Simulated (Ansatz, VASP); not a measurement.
## One calculation of H, two programs

File INCAR:

```
SYSTEM = H
  PREC = Accurate
  ENCUT = 520
  EDIFF = 1E-7
  ISMEAR = 0
  SIGMA = 0.05
  LREAL = .False.
  LASPH = .True.
  NELM = 100
  ALGO = Normal
  ISIF = 2
  LWAVE = .False.
  LCHARG = .False.
  NBANDS = 10
```

File KPOINTS:

```
regular mesh
0
Gamma
  8 8 4
  0 0 0
```

File POSCAR:

```
H
1.0
    1.7350797826     -2.8751018621      0.0000000000
    1.7350797826      2.8751018621      0.0000000000
    0.0000000000      0.0000000000      6.3137686200
H
4
Direct
    0.5678085000      0.4321915000      0.9995149500
    0.4321915000      0.5678085000      0.0004850500
    0.4321915000      0.5678085000      0.4995149500
    0.5678085000      0.4321915000      0.5004850500
```

Input for Ansatz:

```yaml
crystal:
  lattice:
    - [1.7350797826, -2.8751018621, 0.0]
    - [1.7350797826, 2.8751018621, 0.0]
    - [0.0, 0.0, 6.31376862]
  atoms:
    - { symbol: H, position: [0.5678085, 0.4321915, 0.99951495] }
    - { symbol: H, position: [0.4321915, 0.5678085, 0.00048505] }
    - { symbol: H, position: [0.4321915, 0.5678085, 0.49951495] }
    - { symbol: H, position: [0.5678085, 0.4321915, 0.50048505] }
basis:
  ecutwfc: 420
kpoints:
  mp_grid: { grid: [8, 8, 4] }
hamiltonian:
  xc: lda
scf:
  occupations: { method: gaussian, width: 0.05 }
output:
  forces: true
  stress: true
  eigenvalues: true
```

Change from the starting cell: strain +0.0525 x Voigt [1, 1, 0, 0, 0, 0], atoms carried along.

Alike in both runs: task single point; functional LDA; k mesh 8 × 8 × 4; occupations gaussian, width 0.05 eV; no spin polarisation.

|  | VASP | Ansatz |
| --- | --- | --- |
| version | VASP 6.6.1 | Ansatz 0.2.0 |
| potentials or method | VASP PAW LDA potentials, release 64 (H) | scalar-relativistic, plane waves, PAW |
| plane-wave cutoff (eV) | 520 | 420 |
| valence electrons in the cell | 4 | 4 |

VASP gave:

| Item | Value |
| --- | --- |
| gap on the k mesh at the Fermi level (eV) | 7.50 |
| least direct gap on the mesh (eV) | 7.51 |
| pressure (GPa) | -1.0 |
| largest component of the traceless stress (GPa) | 1.08 |
| rms of the force components (eV/Å) | 0.191 |

Q: What did Ansatz give for the same quantities?

A: gap on the k mesh at the Fermi level (eV): 7.51; least direct gap on the mesh (eV): 7.51; pressure (GPa): -0.9; largest component of the traceless stress (GPa): 1.11; rms of the force components (eV/Å): 0.201.

Atom by atom the forces differ by 0.010 eV/Å (rms over components).

A k mesh can miss the band edges.
